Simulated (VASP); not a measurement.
VASP 6.6.1 run: BaO

INCAR

```
ISIF = 2
NBANDS = 15
NSW = 0
ENCUT = 520
LCHARG = .FALSE.
NELM = 120
METAGGA = R2SCAN
IBRION = -1
IMIX = 1
ALGO = Normal
LASPH = .TRUE.
AMIX = 0.2
LREAL = .FALSE.
EDIFF = 1E-7
LWAVE = .FALSE.
SIGMA = 0.01
PREC = Accurate
ISMEAR = 0
```

KPOINTS

```
KPOINTS created by Atomic Simulation Environment
0
Gamma
5 5 5
0 0 0
```

POSCAR

```
Ba O
 1.0000000000000000
     0.0000000000000000    2.7442232547000001    2.7442232547000001
     2.7442232547000001    0.0000000000000000    2.7442232547000001
     2.7442232547000001    2.7442232547000001    0.0000000000000000
 Ba  O
   1   1
Cartesian
  0.0000000000000000  0.0000000000000000  0.0000000000000000
  2.7442232547000001  2.7442232547000001  2.7442232547000001
```

The recommended PBE PAW datasets give the neutral cell 16 valence electrons.

Command

```
mpirun -np 1 vasp_std
```

OSZICAR

```
N       E                     dE             d eps       ncg     rms          rms(c)
DAV:   1     0.448185584378E+02    0.44819E+02   -0.81715E+03   300   0.103E+03
DAV:   2    -0.416430402100E+02   -0.86462E+02   -0.78412E+02   413   0.205E+02
DAV:   3    -0.452694552114E+02   -0.36264E+01   -0.36094E+01   371   0.415E+01
DAV:   4    -0.453171570940E+02   -0.47702E-01   -0.47696E-01   370   0.490E+00
DAV:   5    -0.453179304964E+02   -0.77340E-03   -0.77340E-03   342   0.585E-01    0.912E+00
DAV:   6    -0.383420530315E+02    0.69759E+01   -0.14400E+00   371   0.104E+01    0.575E+00
DAV:   7    -0.378282012421E+02    0.51385E+00   -0.82945E-01   328   0.714E+00    0.376E+00
DAV:   8    -0.377940788912E+02    0.34122E-01   -0.14551E-01   363   0.305E+00    0.303E+00
DAV:   9    -0.377977727487E+02   -0.36939E-02   -0.19615E-02   379   0.113E+00    0.250E+00
DAV:  10    -0.377977293987E+02    0.43350E-04   -0.54442E-03   375   0.662E-01    0.201E+00
...
DAV:  35    -0.377981650298E+02   -0.14147E-05   -0.15610E-07   250   0.405E-03    0.858E-03
DAV:  36    -0.377981660338E+02   -0.10040E-05   -0.11593E-07   241   0.370E-03    0.699E-03
DAV:  37    -0.377981667471E+02   -0.71335E-06   -0.76206E-08   227   0.303E-03    0.571E-03
DAV:  38    -0.377981672546E+02   -0.50746E-06   -0.51546E-08   234   0.248E-03    0.467E-03
DAV:  39    -0.377981676145E+02   -0.35984E-06   -0.35178E-08   192   0.203E-03    0.382E-03
DAV:  40    -0.377981678706E+02   -0.25619E-06   -0.24131E-08   178   0.168E-03    0.312E-03
DAV:  41    -0.377981680534E+02   -0.18276E-06   -0.16526E-08   164   0.138E-03    0.256E-03
DAV:  42    -0.377981681837E+02   -0.13030E-06   -0.11363E-08   171   0.114E-03    0.210E-03
DAV:  43    -0.377981682766E+02   -0.92914E-07   -0.77934E-09   164   0.945E-04
   1 F= -.37798168E+02 E0= -.37798168E+02  d E =-.108555E-34
```

From OUTCAR

```
k-points           NKPTS =     10   k-points in BZ     NKDIM =     10   number of bands    NBANDS=     15

   NELECT =      16.0000    total number of electrons

   dimension x,y,z NGX =    30 NGY =   30 NGZ =   30
   dimension x,y,z NGXF=    60 NGYF=   60 NGZF=   60

  energy-cutoff  :      520.00
  volume of cell :       41.33
      direct lattice vectors                 reciprocal lattice vectors
     0.000000000  2.744223255  2.744223255    -0.182200919  0.182200919  0.182200919
     2.744223255  0.000000000  2.744223255     0.182200919 -0.182200919  0.182200919
     2.744223255  2.744223255  0.000000000     0.182200919  0.182200919 -0.182200919

 k-points in reciprocal lattice and weights: KPOINTS created by Atomic Simulation Env
   0.00000000  0.00000000  0.00000000       0.008
   0.20000000  0.00000000  0.00000000       0.064
   0.40000000  0.00000000  0.00000000       0.064
   0.20000000  0.20000000  0.00000000       0.048
   0.40000000  0.20000000  0.00000000       0.192
  -0.40000000  0.20000000  0.00000000       0.192
  -0.20000000  0.20000000  0.00000000       0.096
   0.40000000  0.40000000  0.00000000       0.048
   ...

 E-fermi :   1.8318

 k-point     1 :       0.0000    0.0000    0.0000
  band No.  band energies     occupation
      1     -24.8365      2.00000
      2     -14.2172      2.00000
      3      -8.8579      2.00000
      4      -8.8579      2.00000
      5      -8.8579      2.00000
      6       1.4034      2.00000
      7       1.4034      2.00000
      8       1.4034      2.00000
      9       6.1052      0.00000
     10       6.9530      0.00000
     11       6.9530      0.00000
     12       6.9530      0.00000
     13       9.4663      0.00000
     14       9.4663      0.00000
     15      12.2511      0.00000

 k-point     2 :       0.2000    0.0000    0.0000
  band No.  band energies     occupation
      1     -24.7349      2.00000
      2     -14.4793      2.00000
      3      -8.9623      2.00000
      4      -8.9011      2.00000
      5      -8.9011      2.00000
      6       0.7161      2.00000
      7       0.9374      2.00000
      8       0.9374      2.00000
      9       6.6704      0.00000
     10       7.6912      0.00000
     11       7.7069      0.00000
     12       7.7069      0.00000
     13      10.4743      0.00000
     14      10.4743      0.00000
     15      14.5684      0.00000

 k-point     3 :       0.4000    0.0000    0.0000
  band No.  band energies     occupation
      1     -24.5618      2.00000
      2     -14.9100      2.00000
      3      -9.1112      2.00000
      4      -8.9679      2.00000
      5      -8.9679      2.00000
      6      -0.1122      2.00000
      7       0.3132      2.00000
      8       0.3132      2.00000
      9       7.0499      0.00000
     10       9.2626      0.00000
     11       9.2626      0.00000
     12      10.2540      0.00000
     13      12.5372      0.00000
     14      12.5372      0.00000
     15      16.7492      0.00000

 ...

  Total        1.1226070      1.1226070      1.1226070      0.0000000     -0.0000000      0.0000000
  in kB       43.5161035     43.5161035     43.5161035      0.0000000     -0.0000000      0.0000000
  external PRESSURE =      43.5161035 kB  Pullay stress =       0.0000000 kB

 POSITION                                       TOTAL-FORCE (eV/Angst)
 -----------------------------------------------------------------------------------
      0.00000      0.00000      0.00000        -0.000000     -0.000000     -0.000000
      2.74422      2.74422      2.74422         0.000000      0.000000      0.000000
 -----------------------------------------------------------------------------------
    total drift:                                0.000000      0.000000      0.000000

  FREE ENERGIE OF THE ION-ELECTRON SYSTEM (eV)
  ---------------------------------------------------
  free  energy   TOTEN  =       -37.7981682766 eV

  energy  without entropy=      -37.7981682766  energy(sigma->0) =      -37.79816828
```

It converged. Results: gap between bands v and c on the k mesh 2.49 eV; least direct gap on the k mesh 2.65 eV; pressure 4.4 GPa. Band v is the last that the valence electrons fill when counted band by band, and c is the next.

These settings aren't sound, so the numbers aren't properties of the crystal.

On sound settings r²SCAN gives a gap of 2.21 eV on its mesh and a pressure of 4.3 GPa for the intended cell.

The run took about 66 s on one core of a shared host (Intel Xeon Platinum 8488C) and held 0.17 GiB at most.
